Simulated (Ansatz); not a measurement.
Input of an Ansatz 0.2.0 run:

File input.yaml:

```yaml
crystal:
  lattice:
    - [2.7058, 0.0, 0.0]
    - [-1.3529, 2.3432915376, 0.0]
    - [0.0, 0.0, 4.2819]
  atoms:
    - { symbol: Ru, position: [0.6666666667, 0.3333333333, 0.75] }
    - { symbol: Ru, position: [0.3333333333, 0.6666666667, 0.25] }
hamiltonian:
  xc: r2scan
  pseudopotentials: { kind: paw }
kpoints:
  mp_grid: { grid: [11, 11, 6] }
scf:
  occupations: { method: fermi_dirac, width: 0.05 }
output:
  forces: true
  stress: true
  eigenvalues: true
relax:
  f_tol: 0.01
  max_steps: 40
  cell: { stress_tol: 0.05 }
```

Potentials or basis: Ansatz PAW.

Run with:

```console
$ ansatz run input.yaml --threads 2 --pin off --max-ram 5632MiB --backend cpu --events-out ev --progress --plain --runs-dir out
```

Task: Estimate the relaxed cell.

Result: a = 2.702 Å, b = 2.702 Å, c = 4.268 Å, α = 90.00°, β = 90.00°, γ = 120.00°.

Task: Predict the relaxed volume.

Result: 13.49 Å³/atom.

Task: Estimate the band gap on the k mesh.

Result: None (metal or under the smearing width).

Step by step:
| step | energy change (eV) | largest force (eV/Å) | volume (Å³) |
| --- | --- | --- | --- |
| 1 | 0.0000 | 0.0000 | 27.15 |
| 2 | -0.0012 | 0.0000 | 27.00 |
| 3 | -0.0012 | 0.0000 | 26.99 |
| 4 | -0.0011 | 0.0000 | 26.99 |

Caveat: the plane-wave basis is chosen anew once the cell has moved, so the energies of steps on either side of that aren't comparable; the PAW data sets come from PBE, with cores solved anew for the run's functional, which leaves a small shift of forces and pressure.
